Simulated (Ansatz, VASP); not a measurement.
**Cu in VASP and in Ansatz**

Contents of INCAR:

```
SYSTEM = Cu
PREC     = Accurate       ! precision mode
ENCUT    = 520            ! plane-wave cutoff, eV
EDIFF    = 1E-7           ! SCF threshold, eV
ISMEAR   = -1             ! smearing method
SIGMA    = 0.1            ! smearing width, eV
LREAL    = .False.        ! projectors in reciprocal space
LASPH    = .True.         ! aspherical terms in the spheres
NELM     = 80             ! most SCF steps
ALGO     = Normal         ! electronic algorithm
ISIF     = 2              ! what is computed and relaxed
LWAVE    = .False.        ! write WAVECAR
LCHARG   = .False.        ! write CHGCAR
GGA      = RE             ! functional
NBANDS   = 18             ! bands
```

KPOINTS

```
Automatic mesh
0
Gamma
  11 11 11
  0 0 0
```

File POSCAR:

```
Cu
1.0
    0.0000000000      2.5960420049      2.5960420049
    2.5960420049      0.0000000000      2.5960420049
    2.5960420049      2.5960420049      0.0000000000
Cu
2
Direct
    0.1250000000      0.1250000000      0.1250000000
    0.8750000000      0.8750000000      0.8750000000
```

Input for Ansatz:

```yaml
crystal:
  lattice:
    - [0.0, 2.5960420049, 2.5960420049]
    - [2.5960420049, 0.0, 2.5960420049]
    - [2.5960420049, 2.5960420049, 0.0]
  atoms:
    - { symbol: Cu, position: [0.125, 0.125, 0.125] }
    - { symbol: Cu, position: [0.875, 0.875, 0.875] }
hamiltonian:
  xc: revpbe
  pseudopotentials:
    kind: paw
    azcp:
      Cu: "pseudopotentials/Cu.paw.azcp"
basis:
  ecutwfc: 420
  fft_grid_basis: typed
kpoints:
  mp_grid: { grid: [11, 11, 11], shift: [0, 0, 0] }
magnetization:
  spin_polarized: false
scf:
  occupations: { method: fermi_dirac, width: 0.1 }
  lower_state_search: "off"
output:
  stress: true
  write_density: true
  write_potential: true
  elf: true
  volumetric_format: npy
```

Alike in both runs: task single point; functional revPBE; k mesh 11 × 11 × 11; occupations fermi-dirac, width 0.1 eV; no spin polarisation.

```csv
,VASP,Ansatz
version,VASP 6.6.1,Ansatz 0.2.0
potentials or method,"VASP PAW PBE potentials, release 64 (Cu)","plane waves (420 eV) with PAW, scalar-relativistic"
plane-wave cutoff (eV),520,420
valence electrons in the cell,22,38
```

Ansatz gave:

| Quantity | Value |
| --- | --- |
| pressure (GPa) | 8.4 |

Question: Estimate VASP's values.

Answer: Pressure (GPa): 8.7.

The two sets of potentials don't hold the same shells in valence.

Caveats: the PAW data sets were made with another functional, which shifts forces and pressure a little (VASP).
